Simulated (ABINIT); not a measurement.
Crystal: NiO.

```
Ni O
1.0
     0.00000    2.08590    2.08590
     2.08590    0.00000    2.08590
     2.08590    2.08590    0.00000
Ni O
1 1
Direct
  0.00000 0.00000 0.00000
  0.50000 0.50000 0.50000
```

Program: ABINIT 10.8.3 (patched build). Alike in all runs: task band structure; potentials or basis JTH PAW PBE v2.0; spin collinear, ferromagnetic start; cell as given; k mesh 9 × 9 × 9; cutoff (eV) 1333; smearing fermi-dirac 0.05 eV.

Problem. Order these runs on this cell by their pressure, lowest first.
A. level WC
B. level PW91
C. level revPBE

Solution. A (-11.4 GPa), B (-2.7 GPa), C (2.5 GPa).

Caveats: small starting moments can end in a higher magnetic state in this program; the PAW data sets were made with another functional, which shifts forces and pressure a little.
